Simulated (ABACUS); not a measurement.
The system is PtS2.

```
Pt S
1.0
     3.54320    0.00000    0.00000
    -1.77160    3.06850    0.00000
     0.00000    0.00000    5.03880
Pt S
1 2
Direct
  0.00000 0.00000 0.00000
  0.66667 0.33333 0.77300
  0.33333 0.66667 0.22700
```

Base run:

```yaml
Program: ABACUS 3.10.1
Functional: PBE
Potentials_or_basis: PseudoDojo NC SR 0.4.1 PBE standard
Cutoff: 1143 eV
Density_cutoff: 4572 eV
Basis: plane waves
k_mesh: 9 × 9 × 5
Occupations: fermi-dirac, width 0.05 eV
Spin: no spin polarisation
```

Its results: band gap on the k mesh 1.01 eV, indirect (least direct gap 1.06 eV); pressure 11.4 GPa; largest force 1.241 eV/Å.

Problem. The run is repeated on the same cell with these changes: cutoff from 1143 eV to 1361 eV; density cutoff from 4572 eV to 5442 eV; basis from plane waves to TZDP LCAO (the cutoffs set its grid). What comes out?

Solution. Band gap on the k mesh 1.00 eV, indirect (least direct gap 1.05 eV); pressure 12.2 GPa; largest force 1.354 eV/Å.

Caveats: spin-orbit coupling is left out, which moves the levels of the heavy elements; an odd mesh through Γ misses points on the zone boundary, where band edges often lie; forces of over 1 eV/Å show positions far from the minimum, so gaps and moduli don't describe the material at rest; the atomic orbitals were generated for these runs and aren't a published set (some runs); the basis of atomic orbitals isn't converged, which shifts pressures, moduli and gaps (some runs).

Not every run made on this cell is shown here.
